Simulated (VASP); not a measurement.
# C18O in VASP: notebook, part 2 of 2

VASP 6.6.1. The steps go on from the part before.

### Step 3. Single point, PBEsol, collinear spin, zero start

Contents of INCAR:

```
SYSTEM = C18O
ALGO = Fast
EDIFF = 1E-6
ENCUT = 520
GGA = PS
ISIF = 2
ISMEAR = -1
ISPIN = 2
LASPH = .True.
LCHARG = .False.
LORBIT = 11
LREAL = Auto
LWAVE = .False.
MAGMOM = 0 0 0 0 0 0 0 0 0 0 0 0 0 0 0 0 0 0 0
NBANDS = 58
NELM = 150
PREC = Accurate
SIGMA = 0.05
```

Contents of KPOINTS:

```
k-points
0
Gamma
  2 2 1
  0 0 0
```

Contents of POSCAR:

```
C18O
1.0
    7.3980000000      0.0000000000      0.0000000000
   -3.6990000000      6.4068560000      0.0000000000
    0.0000000000      0.0000000000     11.0000000000
C O
18 1
Direct
   -0.0051694316     -0.0060404042      0.0821545455
    0.2170318050      0.1114899414      0.0765454545
   -0.0020371254      0.3381533782      0.0711090909
    0.2126002590      0.4417455301      0.0830909091
   -0.0112507486      0.6554384865      0.0886909091
    0.2318374839      0.7852213316      0.0837181818
    0.3286498495     -0.0050414743      0.0955000000
    0.5381901119      0.1024683558      0.0834727273
    0.3254901182      0.3284606365      0.0905181818
    0.5540534874      0.4409807244      0.0806727273
    0.3136712261      0.6637576996      0.0845727273
    0.5564581775      0.7829893477      0.1114454545
    0.6721580895      0.0093337512      0.1212909091
    0.8909098266      0.1225874282      0.0794545455
    0.6558195494      0.3327529134      0.0937000000
    0.8887757780      0.4474893770      0.0948272727
    0.6679595593      0.6602770532      0.0957090909
    0.8847973010      0.7685672973      0.0957545455
    0.6689219550      0.9288955456      0.2343363636
```

Potentials or basis: VASP PAW PBE potentials, release 64 (C, O).

Run with:

```sh
cat potpaw_PBE.64/C/POTCAR potpaw_PBE.64/O/POTCAR > POTCAR
mpirun -np 1 vasp_std > vasp.out
```

It took 4.3 min on 1 thread of Intel Xeon 6975P-C (Granite Rapids), shared host; peak memory 0.81 GiB.

The run converged. Its results:

```yaml
Free_energy: -174.6213 eV
Largest_force: 7.477 eV/Å
Band_gap_on_the_k_mesh: 0.25 eV, indirect (least direct gap 0.29 eV)
Net_moment: 0.00 μB per cell
Valence_electrons_inside_the_program's_atomic_spheres: C 2.56, 2.62, 2.71, 2.65, 2.67, 2.72, 2.73, 2.60, 2.45, 2.61; O 4.98
```

Forces on the atoms (eV/Å):
```
C   -1.544  2.626 -0.125
C    0.196 -1.611  1.875
C   -0.114 -1.054  1.482
C    1.541  0.667 -0.584
C    2.424  4.338  0.138
C   -5.849 -4.639  0.431
C   -1.425  3.396 -2.155
C    2.638  3.490  3.202
C   -0.262  1.363 -1.964
C   -2.657  0.750  1.944
C    6.563  0.382  1.861
C    0.658 -2.884  0.229
C   -0.414  1.269 -3.177
C    2.115 -3.110 -0.069
C    3.116 -1.872 -1.456
C   -2.073 -3.121 -1.358
C   -1.708  1.201 -0.185
C   -1.206  0.839 -0.710
O   -1.998 -2.031  0.619
```

Levels at points of the mesh, in eV from the valence-band top:
Spin up:
```tsv
k point	band 35	band 36	band 37	band 38	band 39	band 40	band 41	band 42	band 43	band 44
(0.00, 0.00, 0.00)	-2.98	-2.63	-2.04	-1.09	0.00	0.29	1.35	2.22	3.59	4.56
(0.50, 0.00, 0.00)	-2.77	-2.53	-2.46	-1.72	-1.49	0.89	2.17	2.44	2.73	3.25
(0.00, 0.50, 0.00)	-2.68	-2.40	-2.34	-1.84	-1.03	0.25	2.05	2.68	2.82	3.13
(0.50, 0.50, 0.00)	-2.77	-2.43	-2.32	-1.78	-1.55	0.87	2.01	2.22	2.82	3.39
```
Spin down:
| k point | band 36 | band 37 | band 38 | band 39 | band 40 | band 41 | band 42 | band 43 |
| --- | --- | --- | --- | --- | --- | --- | --- | --- |
| (0.00, 0.00, 0.00) | -2.63 | -2.04 | -1.09 | 0.00 | 0.29 | 1.35 | 2.22 | 3.59 |
| (0.50, 0.00, 0.00) | -2.53 | -2.46 | -1.72 | -1.49 | 0.89 | 2.17 | 2.44 | 2.73 |
| (0.00, 0.50, 0.00) | -2.40 | -2.34 | -1.84 | -1.03 | 0.25 | 2.05 | 2.68 | 2.82 |
| (0.50, 0.50, 0.00) | -2.43 | -2.32 | -1.78 | -1.55 | 0.87 | 2.01 | 2.22 | 2.82 |

Caveat: the k mesh is coarse (spacing up to 0.49 Å⁻¹), so the values aren't converged; the PAW data sets were made with another functional, which shifts forces and pressure a little.

### Step 4. Single point, PBEsol, collinear spin, zero start

Contents of INCAR:

```
ALGO = Fast
EDIFF = 1E-6
ENCUT = 520
GGA = PS
ISIF = 2
ISMEAR = -1
ISPIN = 2
LASPH = True
LCHARG = False
LORBIT = 11
LREAL = Auto
LWAVE = False
MAGMOM = 0 0 0 0 0 0 0 0 0 0 0 0 0 0 0 0 0 0 0
NBANDS = 58
NELM = 150
PREC = Accurate
SIGMA = 0.05
```

Contents of KPOINTS:

```
k-points
0
Gamma
  2 2 1
```

Contents of POSCAR:

```
C18O
1.0
    7.3980000000      0.0000000000      0.0000000000
   -3.6990000000      6.4068560000      0.0000000000
    0.0000000000      0.0000000000     11.0000000000
C O
18 1
Direct
    0.0074787868      0.0116593849      0.0809909091
    0.2326825528      0.1099447217      0.0832636364
    0.0119865813      0.3484392345      0.0828909091
    0.2138002547      0.4377654188      0.0800636364
    0.0076129349      0.6707814254      0.0838272727
    0.2245990357      0.7823962330      0.1003272727
    0.3459460108      0.0017325190      0.0898636364
    0.5445922974      0.1101632376      0.1016181818
    0.3388285620      0.3414311169      0.0790727273
    0.5613363798      0.4487068228      0.0953000000
    0.3080027397      0.6564218081      0.1124818182
    0.5373381074      0.7632136574      0.1184545455
    0.6667034676      0.0109414040      0.1063545455
    0.9029720320      0.1231649346      0.0762000000
    0.6663428890      0.3333616363      0.0887454545
    0.8902667386      0.4486599980      0.0700090909
    0.6652231990      0.6640230403      0.0928545455
    0.8850102432      0.7637755554      0.0767181818
    0.6007400304      0.8943700311      0.2292181818
```

Run with:

```sh
cat potpaw_PBE.64/C/POTCAR potpaw_PBE.64/O/POTCAR > POTCAR
mpirun -np 1 vasp_std > vasp.out
```

It took 4.5 min on 1 thread of Intel Xeon 6975P-C (Granite Rapids), shared host; peak memory 0.79 GiB.

The run converged. Its results:

```yaml
Free_energy: -174.6649 eV
Largest_force: 7.466 eV/Å
Band_gap_on_the_k_mesh: 0.81 eV, direct
Net_moment: 0.00 μB per cell
Valence_electrons_inside_the_program's_atomic_spheres: C 2.55, 2.58, 2.74, 2.75, 2.68, 2.72, 2.79, 2.78, 2.59, 2.67, 2.65, 2.50, 2.48, 2.62, 2.61, 2.64, 2.57; O 4.96
```

Forces in eV/Å, atoms in the order of the input:
```
C    0.979 -2.914 -0.514
C   -2.536  2.884 -0.801
C   -4.520 -5.596 -2.000
C    3.664  4.499  1.611
C   -2.147 -1.772 -1.146
C   -0.206 -1.589 -0.328
C   -6.023 -1.581  0.783
C    5.494  4.349 -1.625
C    0.807 -3.347  1.339
C   -1.009 -1.347 -1.315
C    3.941  0.062 -2.379
C    0.728  2.690  0.891
C    2.104 -2.232  1.534
C   -1.925 -1.031  1.663
C   -0.030  0.808 -0.444
C    0.559  0.133  2.683
C    1.270  0.770 -0.058
C   -2.687  4.888  1.457
O    1.538  0.327 -1.352
```

Levels at points of the mesh, in eV from the valence-band top:
Spin up:
```csv
k point,band 35,band 36,band 37,band 38,band 39,band 40,band 41,band 42,band 43,band 44
"(0.00, 0.00, 0.00)",-2.82,-2.03,-1.82,-0.55,0.00,0.81,1.36,3.28,3.93,4.73
"(0.50, 0.00, 0.00)",-2.53,-2.16,-1.77,-1.55,-1.35,1.69,2.18,2.55,3.00,3.89
"(0.00, 0.50, 0.00)",-2.40,-2.28,-2.09,-1.52,-0.70,0.84,2.62,2.88,3.25,3.48
"(0.50, 0.50, 0.00)",-2.36,-2.11,-2.02,-1.50,-1.28,1.57,2.34,2.60,2.95,3.95
```
Spin down:
```csv
k point,band 36,band 37,band 38,band 39,band 40,band 41,band 42,band 43
"(0.00, 0.00, 0.00)",-2.03,-1.82,-0.55,0.00,0.81,1.36,3.28,3.93
"(0.50, 0.00, 0.00)",-2.16,-1.77,-1.55,-1.35,1.69,2.18,2.55,3.00
"(0.00, 0.50, 0.00)",-2.28,-2.09,-1.52,-0.70,0.84,2.62,2.88,3.25
"(0.50, 0.50, 0.00)",-2.11,-2.02,-1.50,-1.28,1.57,2.34,2.60,2.95
```

Caveat: the k mesh is coarse (spacing up to 0.49 Å⁻¹), so the values aren't converged; the PAW data sets were made with another functional, which shifts forces and pressure a little.

### Step 5. Single point, PBEsol, collinear spin, zero start

Contents of INCAR:

```
  PREC = Accurate
  ENCUT = 520
  EDIFF = 1E-6
  ISMEAR = -1
  SIGMA = 0.05
  LREAL = Auto
  LASPH = T
  NELM = 150
  ALGO = Normal
  ISIF = 2
  LWAVE = F
  LCHARG = F
  ISPIN = 2
  MAGMOM = 0 0 0 0 0 0 0 0 0 0 0 0 0 0 0 0 0 0 0
  LORBIT = 11
  GGA = PS
  NBANDS = 58
```

Contents of KPOINTS:

```
Automatic mesh
0
Gamma
  2 2 1
```

Contents of POSCAR:

```
C18O
1.0
    7.3980000000      0.0000000000      0.0000000000
   -3.6990000000      6.4068560000      0.0000000000
    0.0000000000      0.0000000000     11.0000000000
C O
18 1
Direct
   -0.0080272159      0.0011394044      0.0852818182
    0.2305108626      0.1194969889      0.0940363636
    0.0114067532      0.3438191837      0.0913181818
    0.2197318111      0.4493311540      0.0858000000
    0.0151146622      0.6699697949      0.0868545455
    0.2293755579      0.7803515484      0.0822363636
    0.3313286909      0.0029655731      0.0855000000
    0.5411233586      0.1137687502      0.0872454545
    0.3324826167      0.3367954579      0.0897454545
    0.5559400383      0.4462407146      0.0805909091
    0.3302628540      0.6717179222      0.0805818182
    0.5510755220      0.7711426634      0.1233909091
    0.6577714327      0.0171378910      0.1175363636
    0.9007353672      0.1313436731      0.0974818182
    0.6591161966      0.3271807576      0.0618090909
    0.8889139603      0.4401690939      0.0804727273
    0.6760482486      0.6651000116      0.0915545455
    0.8821649842      0.7598422690      0.0884636364
    0.6049869301      0.8786681018      0.2360909091
```

Run with:

```sh
cat potpaw_PBE.64/C/POTCAR potpaw_PBE.64/O/POTCAR > POTCAR
mpirun -np 1 vasp_std > vasp.out
```

It took 4.7 min on 1 thread of Intel Xeon 6975P-C (Granite Rapids), shared host; peak memory 0.79 GiB.

Results (log left out):

* Free energy: -175.1794 eV
* Largest force: 6.213 eV/Å
* Band gap on the k mesh: 0.40 eV, direct
* Net moment: 0.00 μB per cell
* Valence electrons inside the program's atomic spheres: C 2.48, 2.61, 2.79, 2.70, 2.63, 2.75, 2.73, 2.64, 2.67, 2.50, 2.47, 2.59, 2.60, 2.57, 2.69; O 4.97

Forces in eV/Å, atoms in the order of the input:
```
C    1.531  0.984  1.629
C   -4.144 -1.967 -1.601
C   -2.915 -0.938 -0.643
C    3.043  1.484 -0.104
C   -4.348 -3.709 -1.079
C   -1.147  1.146  0.488
C   -0.647 -0.084  0.598
C    1.995  0.580 -0.359
C    0.553  0.686 -0.045
C    0.388 -0.771 -0.792
C    3.054 -1.420  1.690
C    0.700  1.467 -1.849
C    4.790 -1.985  0.822
C   -0.562 -5.825  0.082
C    0.595  2.828  2.511
C   -0.540  2.335 -0.255
C   -3.511 -1.758  0.414
C    2.190  5.812 -0.151
O   -1.025  1.134 -1.355
```

Levels at points of the mesh, in eV from the valence-band top:
Spin up:
```csv
k point,band 35,band 36,band 37,band 38,band 39,band 40,band 41,band 42,band 43,band 44
"(0.00, 0.00, 0.00)",-2.85,-2.76,-2.31,-0.74,0.00,0.40,1.19,2.86,3.85,4.42
"(0.50, 0.00, 0.00)",-2.46,-2.43,-2.31,-2.03,-1.48,1.43,2.01,2.57,2.71,3.69
"(0.00, 0.50, 0.00)",-2.60,-2.34,-2.27,-1.93,-1.07,0.63,2.21,2.51,3.08,3.32
"(0.50, 0.50, 0.00)",-2.43,-2.34,-2.23,-2.01,-1.61,1.33,2.09,2.45,2.57,3.85
```
Spin down:
```csv
k point,band 35,band 36,band 37,band 38,band 39,band 40,band 41,band 42,band 43,band 44
"(0.00, 0.00, 0.00)",-2.85,-2.76,-2.31,-0.74,0.00,0.40,1.19,2.86,3.85,4.42
"(0.50, 0.00, 0.00)",-2.46,-2.43,-2.31,-2.03,-1.48,1.43,2.01,2.57,2.71,3.69
"(0.00, 0.50, 0.00)",-2.60,-2.34,-2.27,-1.93,-1.07,0.63,2.21,2.51,3.08,3.32
"(0.50, 0.50, 0.00)",-2.43,-2.34,-2.23,-2.01,-1.61,1.33,2.09,2.45,2.57,3.85
```

Caveat: the k mesh is coarse (spacing up to 0.49 Å⁻¹), so the values aren't converged; the PAW data sets were made with another functional, which shifts forces and pressure a little. PBEsol gaps usually lie below the measured ones, often by a third to a half.
